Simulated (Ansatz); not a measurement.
# NaCl: band gap under strain

How does strain move the band edges of NaCl built on the rocksalt prototype, and do the functionals agree on it? States: +1.1 % biaxial strain in x and y, z held; -1.3 % equal strain in all directions; +3.3 % strain along x alone.

The runs shown are made with Ansatz 0.2.0. PAW datasets, plane waves. The values are computed, spin-unpolarised, and not measurements.

### Step 1. The system as given

The unstrained cell was relaxed with r2SCAN; in each strained cell the atoms were relaxed again with r2SCAN. Names of k-points are those of the unstrained zone, where strain can split equivalent points. First state: +1.1 % biaxial strain in x and y, z held.

Space group I4/mmm (No. 139), tetragonal; conventional cell a = 4.008 Å, c = 5.605 Å, 22.51 Å³ an atom. Na has 6 Cl at 2.80–2.83 Å; Cl has 6 Na at 2.80–2.83 Å.

Coordinates:

```xyz
2
Lattice="0.0000 2.8341 2.8027 2.8341 0.0000 2.8027 2.8341 2.8341 0.0000" Properties=species:S:1:pos:R:3 pbc="T T T"
Na    0.0000    0.0000    0.0000
Cl    2.8341    2.8341    2.8027
```

### Step 2. +1.1 % biaxial strain in x and y, z held: PBE

input.yaml

```yaml
crystal:
  lattice:
    - [0.0, 2.8340890572, 2.8026988303]
    - [2.8340890572, 0.0, 2.8026988303]
    - [2.8340890572, 2.8340890572, 0.0]
  atoms:
    - { symbol: Na, position: [0.0, 0.0, 0.0] }
    - { symbol: Cl, position: [0.5, 0.5, 0.5] }
kpoints:
  mp_grid: { grid: [8, 8, 8] }
  band_path:
    path:
      - [0.0, 0.0, 0.0]
      - [0.5, 0.0, 0.5]
      - [0.625, 0.25, 0.625]
      - [0.375, 0.375, 0.75]
      - [0.5, 0.5, 0.5]
      - [0.5, 0.25, 0.75]
    npoints: 1
hamiltonian:
  xc: pbe
scf:
  occupations: { method: fermi_dirac, width: 0.02 }
  n_extra_bands: 4
output:
  forces: true
  stress: true
  eigenvalues: true
```

On the command line:

```sh
ansatz run input.yaml --threads 4 --pin off --max-ram 3686MiB --backend cpu --events-out ev --progress --plain --runs-dir out
```

Further steps of the session: +1.1 % biaxial strain in x and y, z held: r2SCAN; +1.1 % biaxial strain in x and y, z held: HSE06; -1.3 % equal strain in all directions: PBE; -1.3 % equal strain in all directions: r2SCAN; -1.3 % equal strain in all directions: HSE06; +3.3 % strain along x alone: PBE; +3.3 % strain along x alone: r2SCAN; +3.3 % strain along x alone: HSE06.

**Question.** What will these runs give?

**Answer**, as computed:

Least gap in eV (negative: overlap):

```
                                   state   PBE  r2SCAN  HSE06
+1.1 % biaxial strain in x and y, z held  5.09    5.88   6.46
   -1.3 % equal strain in all directions  5.34    6.15   6.74
             +3.3 % strain along x alone  5.04    5.83   6.41
```

Where both were run, the HSE06 gap lies +1.37 to +1.39 eV from PBE's, each on its own k points. In PBE the gap is least under +3.3 % strain along x alone (5.04 eV) and largest under -1.3 % equal strain in all directions (5.34 eV).
